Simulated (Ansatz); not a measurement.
# hcp against fcc along the 3d metals

All numbers below come from DFT, PBEsol, plane waves (420 eV) with PAW, scalar-relativistic in Ansatz. (PAW data from PBE, frozen cores regenerated.)

Each structure is relaxed within its symmetry, in the lowest magnetic state of the tried starts. Differences under about 8 meV lie within the error of the k-point mesh.

```tsv
element	E(hcp) − E(fcc) (meV/atom)	V(hcp) (Å³/atom)	V(fcc) (Å³/atom)	state of hcp	state of fcc
Sc	-48	23.72	23.70	spin not included	spin not included
Ti	-56	16.73	16.71	non-magnetic	spin not included
V	4	13.34	13.41	spin not included	spin not included
Mn	-29	10.32	10.52	non-magnetic	antiferromagnetic
Fe	-60	9.83	10.16	spin not included	antiferromagnetic
Co	-20	10.34	10.44	ferromagnetic	ferromagnetic
Ni	26	10.41	10.39	ferromagnetic	ferromagnetic
Cu	?	?	?	?	?
Zn	-25	14.15	14.19	spin not included	spin not included
```

(1) Fill in the row of Cu.

Results:

(1) E(hcp) − E(fcc) (meV/atom): 9; V(hcp) (Å³/atom): 11.33; V(fcc) (Å³/atom): 11.31; state of hcp: spin not included; state of fcc: spin not included.
